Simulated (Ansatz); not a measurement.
# From barrier to diffusion: O in Ti

The calculation used DFT PBE, scalar-relativistic, plane waves, PAW in Ansatz 0.2.0. (420 eV cutoff, 4×4×4 k-mesh, shifted by half a step, Gaussian smearing of 0.10 eV, no spin polarisation)

Host crystal, relaxed:

```
CELL_PARAMETERS angstrom
0.00000 2.05602 2.05602
2.05602 0.00000 2.05602
2.05602 2.05602 0.00000
ATOMIC_POSITIONS crystal
Ti 0.00000 0.00000 0.00000
```

In a supercell of 16 host sites, interstitial O hops to an equivalent place, moving 2.91 Å. Climbing-image nudged elastic band at fixed cell; the order of the saddle wasn't checked, and the small cell leaves errors of about a tenth of an eV.

```tsv
image	path (Å)	E − E(0) (eV)
0	0.00	0.000
1	0.64	0.808
2	1.27	1.559
3	1.98	1.150
4	2.69	1.530
5	3.39	0.945
6	4.10	0.000
```

What are the barriers forward and back, and what attempt frequency does the shape suggest?

Forward 1.56 eV, back 1.56 eV, the ends being level. For a sinusoidal profile E_b sin²(πx/l), with the O atom alone moving, ν = (1/l)√(E_b/2m) = 7.5×10¹² s⁻¹, within an order of magnitude of the customary 10¹³ s⁻¹; a true prefactor needs the vibrations at the minimum and at the saddle.

With ν = 10¹³ s⁻¹, give the forward jump rate along this one path, the wait 1/k for that jump, the diffusivity D ≈ l²k and the distance √(Dt) covered in an hour at 300, 600 and 1000 K, taking the host as solid throughout.

k = ν exp(−E_b/k_BT):
```csv
T (K),k (1/s),wait (s),D (cm²/s),√(Dt) in 1 h (nm)
300,6.4×10⁻¹⁴,1.6×10¹³,5.4×10⁻²⁹,4.4×10⁻⁶
600,0.80,1.3,6.7×10⁻¹⁶,16
1000,1.4×10⁵,7.2×10⁻⁶,1.2×10⁻¹⁰,6489
```

D = l²k holds for six equivalent jumps in three dimensions (z l²k/6) and is a scale otherwise. Long-range transport needs a connected net of such jumps, and traps slow it. D is that of an interstitial already there. An error of 0.1 eV in the barrier changes k by a factor of 48 at 300 K and 3.2 at 1000 K.

Cost: 1 run of about 110 core-minutes, on Arm Neoverse V1 (shared hosts).